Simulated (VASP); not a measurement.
Write the native input for VASP 6.6.1 that does the following.

```yaml
Task: single point
Functional: PBE
Potentials_or_basis: VASP PAW PBE potentials, release 64 (Sc_sv)
Cutoff: 520 eV
k_mesh: 18 × 18 × 18
Occupations: gaussian, width 0.15 eV
Spin: no spin polarisation
Dipole_correction: no
Further_INCAR_settings: ALGO = Fast; EDIFF = 1e-06; NBANDS = 12
```

The structure of Sc lies in POSCAR:

```
Sc
1.0
    0.0000000000      2.2705000000      2.2705000000
    2.2705000000      0.0000000000      2.2705000000
    2.2705000000      2.2705000000      0.0000000000
Sc
1
Direct
    0.0000000000      0.0000000000      0.0000000000
```

This isn't the form of Sc at room conditions, which is hcp.

One way to write it, as run:

INCAR

```
SYSTEM = Sc
ALGO = Fast
EDIFF = 1E-6
ENCUT = 520
GGA = PE
ISIF = 2
ISMEAR = 0
LASPH = .True.
LCHARG = .False.
LREAL = .False.
LWAVE = .False.
NBANDS = 12
NELM = 100
PREC = Accurate
SIGMA = 0.15
```

KPOINTS

```
k-points
0
Gamma
  18 18 18
  0 0 0
```

Potentials or basis: VASP PAW PBE potentials, release 64 (Sc_sv).

Run with:

```sh
$ cat potpaw_PBE.64/Sc_sv/POTCAR > POTCAR
$ mpirun -np 1 vasp_std > vasp.out
```

It gave:

- Pressure: 2.9 GPa
- Band gap on the k mesh: none (metal or under the smearing width)

Run time: 16 s on 1 thread of Intel(R) Xeon(R) 6975P-C (Granite Rapids) (shared host), peak memory 0.17 GiB.
